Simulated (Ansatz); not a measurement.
# NbAs (I4_1md) in Ansatz: equation of state

Aim: energy against volume of NbAs in PBE, for its equilibrium volume and stiffness.

All numbers are computed with Ansatz 0.2.0; they aren't measurements. Logs are shortened: lines on timing, memory, paths and dates and some standing lists are left out, and cuts for length are marked.

### 1 The structure

It takes space group I4_1md (No. 109, tetragonal). Conventional cell: a = 3.452 Å, b = 3.452 Å, c = 11.680 Å, α = 90.00°, β = 90.00°, γ = 90.00°. Nb (site symmetry 2mm) is surrounded by 6 As at 2.60 to 2.63 Å. Around As (site symmetry 2mm) lie 6 Nb at 2.60 to 2.63 Å.

### 2 Equation of state, PBE

Potentials or basis: all-electron LAPW, scalar-relativistic.

No new run: the results of the series are fitted here.

What came out:

```
Equilibrium volume                        : 17.73 Å³/atom
Bulk modulus at fixed shape and positions : 163 GPa
Pressure derivative of the bulk modulus   : 4.4
```

Energy against volume, from the lowest point:
| volume (Å³/atom) | energy (meV/atom) |
| --- | --- |
| 16.351 | 63.52 |
| 16.699 | 34.22 |
| 17.047 | 14.50 |
| 17.395 | 3.39 |
| 17.743 | 0.00 |
| 18.091 | 3.56 |
| 18.438 | 13.36 |

Caveat: the cell was scaled at fixed shape and fractional positions, which overstates the stiffness of a crystal with free parameters, most of all of layers and chains.
